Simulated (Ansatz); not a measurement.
Base system: BeO in the wurtzite structure (space group P6_3mc, No. 186; a = 2.690 Å, c = 4.370 Å). Axes: x lies along a and z along c of the hexagonal cell.

Method: Kohn–Sham DFT with the r2SCAN functional, run in Ansatz (a first-principles code) with PAW and 500 eV plane waves, spin-orbit coupling left out.

Strains are applied to the cell and any free atomic positions relax; under biaxial strain the out-of-plane vector relaxes too.

One change was made to it. Results:

The band gap increases by 0.23 eV, from 8.55 eV to 8.78 eV; the valence-band top at Γ (three highest levels, from the VBM) becomes 0.00, -0.20, -0.22 eV (base: 0.00, -0.04, -0.04 eV).

Task: What was done to the base?
(A) biaxial strain −0.79 %, plane normal [001], relaxed out of plane
(B) isotropic strain +2.78 %
(C) uniaxial strain ε_yy = −3.33 %
(D) tensor shear ε_xz = −3.08 %

Result: C, uniaxial strain ε_yy = −3.33 %. For comparison, the band gap in the other runs: isotropic strain +2.78 % gives 7.67 eV; biaxial strain −0.79 %, plane normal [001], relaxed out of plane gives 8.70 eV; tensor shear ε_xz = −3.08 % gives 8.35 eV.

Stability against distortions was not tested.
